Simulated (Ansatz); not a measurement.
The system is Ta2N.

```xyz
3
Lattice="3.1129 0.0000 0.0000 -1.5564 2.6958 0.0000 0.0000 0.0000 4.8698" Properties=species:S:1:pos:R:3 pbc="T T T"
Ta    0.0000    1.7972    1.2404
Ta    1.5564    0.8986    3.6294
N     0.0000    0.0000    0.0000
```

The cell comes from a database or a generator and needn't be the stable form of this composition.

Base run:

- Program: Ansatz 0.2.0
- Functional: PBE
- Potentials or basis: Ansatz PAW
- Cutoff: 420 eV
- Density cutoff: 1680 eV
- k mesh: 10 × 10 × 6
- Occupations: fermi-dirac, width 0.05 eV
- Spin: no spin polarisation

Its results: band gap on the k mesh none (metal or under the smearing width); pressure -1.3 GPa; largest force 0.018 eV/Å.

Question: After a change of settings the same cell gave: band gap on the k mesh none (metal or under the smearing width); pressure 7.9 GPa; largest force 0.433 eV/Å. Which change was it?
A. functional from PBE to PBEsol; occupations from fermi-dirac, width 0.05 eV to gaussian, width 0.02 eV
B. functional from PBE to revPBE
C. functional from PBE to BLYP

Answer: C.

BLYP binds less tightly than PBE, so the same cell stands under more pressure.

Caveats: the potentials were made for another functional, which shifts forces and pressure (some runs); the PAW data sets come from PBE, with cores solved anew for the run's functional, which leaves a small shift of forces and pressure (some runs).

Not every run made on this cell is shown here.
